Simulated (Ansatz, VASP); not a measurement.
# Au in VASP and in Ansatz

```
Au
1.0
     2.90000    0.00000    0.00000
    -1.45000    2.51147    0.00000
     0.00000    0.00000    4.88000
Au
2
Direct
  0.33333 0.66667 0.75000
  0.66667 0.33333 0.25000
```

This isn't the form of Au at room conditions, which is fcc.

Alike in both runs: task relaxation of cell and atoms; functional PBE; k mesh 18 × 18 × 10; occupations gaussian, width 0.1 eV; no spin polarisation.

|  | VASP | Ansatz |
| --- | --- | --- |
| version | VASP 6.6.1 | Ansatz 0.2.0 |
| potentials or method | VASP PAW PBE potentials, release 64 (Au) | scalar-relativistic, plane waves, PAW |
| plane-wave cutoff (eV) | 600 | 420 |
| valence electrons in the cell | 22 | 38 |

VASP gave:

```
gap on the k mesh at the Fermi level, each at its own relaxed structure (eV) : none
relaxed volume (Å³/atom)                                                     : 18.00
relaxed cell length with the largest relative difference (Å)                 : 4.888
energy change over the relaxation (meV/atom)                                 : -1
```

Task: Estimate Ansatz's values.

Result: gap on the k mesh at the Fermi level, each at its own relaxed structure (eV): none; relaxed volume (Å³/atom): 18.02; relaxed cell length with the largest relative difference (Å): 4.890; energy change over the relaxation (meV/atom): -2.

A gap of «none» marks a metal or a gap that the smearing closes. The two sets of potentials don't hold the same shells in valence.

The runs have no spin-orbit coupling, so splittings on Au are missing. Zero-point motion and thermal expansion aren't in these numbers. PBE usually gives volumes a little too large and moduli too small.
